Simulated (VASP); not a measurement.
Wanted: the native input for a VASP 6.6.1 run.

```
Task                   : single point
Functional             : PBE
Potentials or basis    : VASP PAW PBE potentials, release 64 (W_sv)
Cutoff                 : 520 eV
k mesh                 : 18 × 18 × 18
Occupations            : gaussian, width 0.1 eV
Spin                   : no spin polarisation
Further INCAR settings : ALGO = Fast; EDIFF = 1e-07
```

The structure of W lies in POSCAR:

```
W                                       
1.0
   -1.6241957804      1.6241957804      1.6241957804
    1.6241957804     -1.6241957804      1.6241957804
    1.6241957804      1.6241957804     -1.6241957804
  W             
     1
Direct
     0.0000000000000000    0.0000000000000000    0.0000000000000000
```

The cell isn't the ideal one: a relaxed cell with its volume scaled by 1.06.

These files were run (other wordings do the same):

INCAR

```
SYSTEM = W
PREC = Accurate
ENCUT = 520
EDIFF = 1E-7
ISMEAR = 0
SIGMA = 0.1
LREAL = .FALSE.
LASPH = .TRUE.
NELM = 80
ALGO = Fast
ISIF = 2
LWAVE = .FALSE.
LCHARG = .FALSE.
GGA = PE
```

KPOINTS

```
Automatic mesh
0
G
  18 18 18
  0 0 0
```

Potentials or basis: VASP PAW PBE potentials, release 64 (W_sv).

Command:

```bash
$ cat potpaw_PBE.64/W_sv/POTCAR > POTCAR
$ mpirun -np 1 vasp_std > vasp.out
```

Results of the run:

```json
{
  "Pressure": "-15.8 GPa",
  "Band gap on the k mesh": "none (metal or under the smearing width)"
}
```

Caveat: so large a pressure means that the cell lies far from this level's equilibrium, or that cutoff or potentials fall short.

Run time: 31 s on 1 thread of AMD EPYC 9R14 (Zen 4) (shared host), peak memory 0.13 GiB.
